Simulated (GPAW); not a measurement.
Bi:

```xyz
2
Lattice="2.2675 1.3091 3.9380 -2.2675 1.3091 3.9380 0.0000 -2.6183 3.9380" Properties=species:S:1:pos:R:3 pbc="T T T"
Bi    0.0000    0.0000    9.0495
Bi    0.0000    0.0000    2.7645
```

Base run:

| Property | Result |
| --- | --- |
| Program | GPAW 26.7.0 |
| Functional | LDA |
| Potentials or basis | the program's PAW data sets (release 1.2.1) made for this functional |
| Cutoff | 600 eV |
| Basis | pw |
| k mesh | 6 × 6 × 6 |
| Occupations | fermi-dirac, width 0.05 eV |
| Spin | no spin polarisation |

Its results: pressure -1.6 GPa; largest force 0.047 eV/Å.

Task: The run is repeated on the same cell with these changes: functional from LDA to PBEsol; potentials or basis from the program's PAW data sets (release 1.2.1) made for this functional to PAW data sets generated in the run's folder for this functional. What comes out?

Result: Pressure -0.4 GPa; largest force 0.041 eV/Å.
